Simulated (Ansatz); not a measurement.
Ansatz input file:

```yaml
crystal:
  lattice:
    - [4.8386711036, 0.0, 0.0]
    - [0.0, 4.6949864739, 0.0]
    - [0.0, 0.0, 15.6762116866]
  atoms:
    - { symbol: Rb, position: [0.2503903452, 0.25, 0.8813886927] }
    - { symbol: Rb, position: [0.2496096548, 0.75, 0.3813886927] }
    - { symbol: Rb, position: [0.7503903452, 0.25, 0.6186113073] }
    - { symbol: Rb, position: [0.7496096548, 0.75, 0.1186113073] }
basis:
  ecutwfc: 420
kpoints:
  mp_grid: { grid: [8, 10, 4] }
  band_path:
    path:
      - [[0.0, 0.0, 0.0], [0.5, 0.0, 0.0], [0.5, 0.5, 0.0], [0.0, 0.5, 0.0], [0.0, 0.0, 0.0], [0.0, 0.0, 0.5], [0.5, 0.0, 0.5], [0.5, 0.5, 0.5], [0.0, 0.5, 0.5], [0.0, 0.0, 0.5]]
      - [[0.5, 0.0, 0.0], [0.5, 0.0, 0.5]]
      - [[0.0, 0.5, 0.0], [0.0, 0.5, 0.5]]
      - [[0.5, 0.5, 0.0], [0.5, 0.5, 0.5]]
    npoints: 14
hamiltonian:
  xc: pbesol
scf:
  occupations: { method: gaussian, width: 0.1 }
  n_extra_bands: 10
output:
  forces: true
  stress: true
  eigenvalues: true
  populations: true
  dos: { projected: true, de: 0.02, nscf_kmesh: { grid: [12, 15, 6] } }
  bader: true
  write_density: true
  write_potential: true
  elf: true
  volumetric_format: npy
```

Launched with
```bash
ansatz run input.yaml --threads 1 --pin off --max-ram 2560MiB --backend cpu --events-out ev --progress --plain --runs-dir out
```

The calculation used Ansatz, DFT PBEsol, scalar-relativistic, plane waves, PAW.

From the run's log, abridged:

```
scf.n_extra_bands = 10 over 18 filled bands (N_el = 36.0): the run solves 28 bands
Pseudopotentials: kind: paw
Pseudopotential: Rb, paw, valence charge 9, recommended cutoff 420 eV (normal)
Functional definition: PBEsol
Crystal: 4 atoms, lattice volume = 356.124 Å³
Basis set: ecut = 420 eV, 6939 PW (Γ), exchange–correlation on 72×64×216 points (8 copies of the dense FFT grid, shifted against one another)
Bands: 28, of which v1, the nominal top of the filled ones, is band 18 counted from 1 (17 counted from 0)
Symmetry: 8 space group operations
Space group: Pnma (ITA 62), of the structure as read, at distance tolerance 7.1e-5 Å
k-points: 90 of 320
Initial density: superposition of atomic densities (neutral atoms: chi_scale 0, normalization atom), corrected by the library's trained network
Initial wavefunctions: pseudopotential atomic-orbital guess
Functional: x = pbesol(κ = 0.804, μ = 0.12345679), c = pbesol(β = 0.046)
SCF iter   1: F=—  HF=-12867.854671 eV  |F-HF|=—  |Δ(HF+E_count)|=         —  Δρ=7.92e-4  dr2=8.11e-3  ethr=1.77e-3  ⟨swp⟩=9.6  Hψ=14050  notcnv=0  defer=4
SCF iter   2: F=—  HF=-12867.855350 eV  |F-HF|=—  |Δ(HF+E_count)|=   6.78e-4  Δρ=4.89e-4  dr2=5.60e-3  ethr=2.25e-5  ⟨swp⟩=1.5  Hψ=3819  notcnv=0  defer=4
SCF iter   3: F=—  HF=-12867.854818 eV  |F-HF|=—  |Δ(HF+E_count)|=   5.31e-4  Δρ=1.84e-4  dr2=6.56e-4  ethr=1.55e-5  ⟨swp⟩=1.3  Hψ=2229  notcnv=0  defer=4
SCF iter   4: F=—  HF=-12867.854731 eV  |F-HF|=—  |Δ(HF+E_count)|=   8.69e-5  Δρ=5.76e-5  dr2=2.88e-5  ethr=1.82e-6  ⟨swp⟩=1.7  Hψ=2291  notcnv=0  defer=4
SCF iter   5: F=—  HF=-12867.854916 eV  |F-HF|=—  |Δ(HF+E_count)|=   1.85e-4  Δρ=2.30e-5  dr2=7.23e-6  ethr=7.99e-8  ⟨swp⟩=2.7  Hψ=3647  notcnv=0  defer=4
SCF iter   6: F=—  HF=-12867.854916 eV  |F-HF|=—  |Δ(HF+E_count)|=   1.75e-7  Δρ=1.23e-5  dr2=1.48e-6  ethr=2.01e-8  ⟨swp⟩=1.4  Hψ=2701  notcnv=0  defer=4
SCF iter   7: F=—  HF=-12867.854916 eV  |F-HF|=—  |Δ(HF+E_count)|=   1.35e-7  Δρ=3.92e-6  dr2=1.25e-7  ethr=4.11e-9  ⟨swp⟩=2.0  Hψ=3474  notcnv=0  defer=4
SCF iter   8: F=-12867.854916 eV  HF=-12867.854916 eV  |F-HF|=1.00e-9  |Δ(HF+E_count)|=   1.64e-8  Δρ=7.40e-7  dr2=2.27e-9  ethr=2.78e-10  ⟨swp⟩=15.3  Hψ=18025  notcnv=0
SCF 1 converged in 8 iterations: F = -12867.854916 eV  dr2 = 2.27e-9
SCF converged after 8 iterations
Free energy (F): -12867.854916 eV
Harris-Foulkes:  -12867.854916 eV  (|F-HF|=1.00e-9)
Internal energy: -12867.836348 eV  (E = F + TS)
E sigma→0 (E₀):  -12867.845632 eV
Entropy (-TS):   -0.018568 eV (-4.642 meV/atom)
Fermi energy:    1.972413 eV
--- Per-component energies (eV) ---
  E_band       = -474.129510
  E_kinetic    = 763.310596
  E_local      = -2842.889462  (includes V_loc(G=0)·N_el)
  E_nonlocal   = 700.734183
  E_hartree    = 797.137587
  E_xc         = -510.958835
  E_vxc        = -537.016728  (∫ρ·V_xc dr)
  E_paw        = -10277.128994  (= ΣΔE_a)
  E_vpaw       = -152.542840  (= ΣTr[D̂ρ^β])
  E_aug_tail   = -0.000005  (compensation charges beyond the density's cutoff)
  E_ewald      = -1498.536101
  E_core_change = 0.494683  (= ΣΔE_core)
  E_smearing   = -0.018568  (= −TS)
--- Forces (eV/Å), atoms counted from 1 ---
  atom   1  Rb    -0.00027097     0.00000000     0.00076540
  atom   2  Rb     0.00027097     0.00000000     0.00076540
  atom   3  Rb    -0.00027097     0.00000000    -0.00076540
  atom   4  Rb     0.00027097     0.00000000    -0.00076540
--- Stress (GPa, compression-positive) ---
       -0.000826       0.000000       0.000000
        0.000000      -0.009411       0.000000
        0.000000       0.000000       0.008038
  P = ⅓ Tr σ = -0.0007 GPa (-0.007 kbar)
--- Band table (eV; the first three rows and the last of 90) ---
  k-point 0: bands = ["-26.9066", "-26.9038", "-26.9038", "-26.9010", "-11.0596", "-11.0067", "-10.9976", "-10.9743", "-10.9613", "-10.9588", "-10.9578", "-10.9541", "-10.9463", "-10.9430", "-10.9422", "-10.9390", "-0.0346", "0.6423", "0.7876", "2.2717", "2.8392", "4.0809", "4.1828", "4.3622", "4.5792", "4.8211", "5.1521", "5.5933"]
  k-point 1: bands = ["-26.9064", "-26.9049", "-26.9027", "-26.9012", "-11.0553", "-11.0247", "-10.9793", "-10.9731", "-10.9645", "-10.9605", "-10.9557", "-10.9521", "-10.9475", "-10.9446", "-10.9434", "-10.9398", "0.0142", "0.3905", "1.1073", "1.9832", "3.1208", "3.9492", "4.1810", "4.1825", "4.8368", "4.8491", "5.1655", "5.6264"]
  k-point 2: bands = ["-26.9058", "-26.9058", "-26.9018", "-26.9018", "-11.0431", "-11.0431", "-10.9696", "-10.9696", "-10.9604", "-10.9604", "-10.9585", "-10.9585", "-10.9469", "-10.9469", "-10.9418", "-10.9418", "0.1583", "0.1583", "1.5372", "1.5372", "3.5502", "3.5502", "4.1743", "4.1743", "4.8900", "4.8900", "5.4686", "5.4686"]
  k-point 89: bands = ["-26.8980", "-26.8980", "-26.8980", "-26.8980", "-11.0507", "-11.0507", "-11.0507", "-11.0507", "-11.0240", "-11.0240", "-11.0240", "-11.0240", "-10.9739", "-10.9739", "-10.9739", "-10.9739", "2.8923", "2.8923", "2.8923", "2.8923", "3.6681", "3.6681", "3.6681", "3.6681", "3.9306", "3.9306", "3.9306", "3.9306"]
--- Löwdin populations: 4 sites ---
  site symbol q [e]
     0     Rb      8.9658
     1     Rb      8.9658
     2     Rb      8.9658
     3     Rb      8.9658
  spilling = 0.003801 (of n_electrons = 36.000000)
--- Bader charges: 4 sites ---
  site symbol charge [e]  shift [e]
     0     Rb      0.0000     0.0000
     1     Rb      0.0000     0.0000
     2     Rb      0.0000     0.0000
     3     Rb      0.0000     0.0000
  estimated error of the sums over rays = 1.3e-4 e
```

Self-consistency was reached.

It took 2.9 min on 1 thread of Arm Neoverse V1, with other jobs on the host, peak memory 1.5 GiB.